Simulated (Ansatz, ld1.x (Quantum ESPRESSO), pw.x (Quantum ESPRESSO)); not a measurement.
**technetium: one change to the ultrasoft potential, in the atom and in the sc crystal**

ld1.x (Quantum ESPRESSO) 7.5 input, shortened:

```
&input
   title='Tc', zed=43., rel=1, dft='PBE', iswitch=3,
   config='[Kr] 4d5 5s2 5p0'
 /
 &inputp
   pseudotype=3, tm=.true., lloc=-2, rcloc=1.95,
   nlcc=.true.,
   which_augfun='PSQ', rmatch_augfun_nc=.true.
 /
6
5S  1  0   2.00   0.00  2.60  2.95  0.0
5S  1  0   0.00   2.85  2.60  2.95  0.0
5P  2  1   0.00   0.00  2.55  3.40  0.0
5P  2  1   0.00   4.95  2.55  3.40  0.0
4D  3  2   5.00   0.00  2.20  2.60  0.0
4D  3  2   0.00   1.15  2.20  2.60  0.0
 &test
   configts(1)='4d5 5s2 5p0'
 /
```

Change: all radii but the core radius scaled by about 1.17 (s 3.46, p 3.98, d 3.04 bohr, rcut 3.04/2.98/2.58); local potential all-electron potential smoothed inside 2.28 bohr (lloc = -2).

Cutoffs, loose and tight: the cutoffs (Ry, on a coarse ladder) from which the occupation-weighted sum of valence levels, in a spherical-Bessel basis at the reference potential, stays within 10 and 1 mRy of its value at 400 Ry. They do not see the model core or the augmentation charge, which bear on the density cutoff. Test errors are all-electron minus pseudo excitation energies from the reference, over the configurations 4d5 5s1 5p0; 4d5 5s0 5p0; 4d4 5s0 5p0; 4d5 5s0 5p1; 4d6 5s0 5p0; 4d5 5s1 5p1; 4d5 5s1.5 5p0; variants that change the core or the reference have their own tests.

Crystal test: sc Tc in pw.x 7.5, no spin, 13³ k-points, Fermi–Dirac smearing 0.01 Ry, cutoffs set for each file from its atomic test. The reference is all-electron LAPW (Ansatz 0.2.0) with the same functional, mesh and smearing; V0 and B0 come from Birch–Murnaghan fits to the pressures at five volumes. Errors are pseudo minus all-electron; Δ is the rms difference of the E(V) curves that follow from these fits, minima aligned, over ±6 % about the mean V0. Mesh and smearing are coarse, so the numbers serve the comparison and aren't converged zero-temperature values; the lattice is a test structure that the element need not adopt.

All-electron: a0 = 2.534 Å (V0 = 16.26 Å³/atom), B0 = 220.9 GPa.

Task: Does the change bring the crystal closer to the all-electron result?

Result: The mean pressure error goes from +1.36 to -1.90 GPa, so the change moves the solid further from the all-electron pressures.

| quantity | base | changed |
| --- | --- | --- |
| outcome (atom) | generated | generated |
| cutoff, loose (atom) | 15 Ry | 10 Ry |
| cutoff, tight (atom) | 25 Ry | 18 Ry |
| bound ghosts (atom) | none | none |
| largest test error (meV) (atom) | -58 over the solved tests; 2 of 7 tests not solved or not reliable | -271 |
| cutoffs in pw.x (Ry) | 40/320 | 40/320 |
| a0 (Å) | 2.540 | 2.526 |
| a0 error (%) | +0.26 | -0.31 |
| B0 error (%) | -10.8 | -30.7 |
| Δ (meV/atom) | 5.6 | 9.4 |
| mean pressure error (GPa) | +1.36 | -1.90 |

Base: The largest radius (3.40 bohr) exceeds half the bond length (2.39 bohr), so the spheres overlap, which is one possible source of error among others. This is a poor potential for the solid. Atomic configuration tests: 2 of 7 tests not solved or not reliable. Changed file: The largest radius (3.98 bohr) exceeds half the bond length (2.39 bohr), so the spheres overlap, which is one possible source of error among others. This is a poor potential for the solid. The atomic cutoffs weigh occupied waves only.
